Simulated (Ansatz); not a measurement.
Zr:

```
Zr
1.0
     3.23200    0.00000    0.00000
    -1.61600    2.79899    0.00000
     0.00000    0.00000    5.14700
Zr
2
Cartesian
  1.6160 0.9330 3.8603
  0.0000 1.8660 1.2868
```

- Program: Ansatz 0.2.0
- Task: relaxation of cell and atoms
- Functional: HSE03
- Potentials or basis: Ansatz PAW
- Cutoff: 420 eV (not typed: the program's choice for these potentials)
- k mesh: 5 × 5 × 3
- Occupations: fermi-dirac, width 0.05 eV
- Spin: no spin polarisation

At the start: volume 23.28 Å³/atom.

How do energy, volume and symmetry change on relaxing?

It ends after 5 steps and the volume is 23.40 Å³/atom (+0.5 %); space group P6_3/mmc (No. 194, to 0.05 Å).

Step by step:
```tsv
step	energy change (eV)	largest force (eV/Å)	volume (Å³)
1	0.0000	0.0000	46.56
2	-0.0080	0.0000	47.15
3	-0.0090	0.0000	46.74
4	-0.0090	0.0000	46.81
5	-0.0091	0.0000	46.81
```

Final structure:
```cif
data_structure
_symmetry_space_group_name_H-M 'P 1'
_symmetry_Int_Tables_number 1
_cell_length_a 3.2687
_cell_length_b 3.2687
_cell_length_c 5.0589
_cell_angle_alpha 90.000
_cell_angle_beta 90.000
_cell_angle_gamma 120.000
_cell_volume 46.81
loop_
_atom_site_label
_atom_site_type_symbol
_atom_site_fract_x
_atom_site_fract_y
_atom_site_fract_z
_atom_site_occupancy
Zr1 Zr 0.66667 0.33333 0.75000 1
Zr2 Zr 0.33333 0.66667 0.25000 1
```

Caveat: the k mesh is coarse (spacing up to 0.45 Å⁻¹), so the values aren't converged, least of all with exact exchange; the plane-wave basis is chosen anew once the cell has moved, so the energies of steps on either side of that aren't comparable; the PAW data sets come from PBE, with cores solved anew for the run's functional, which leaves a small shift of forces and pressure.
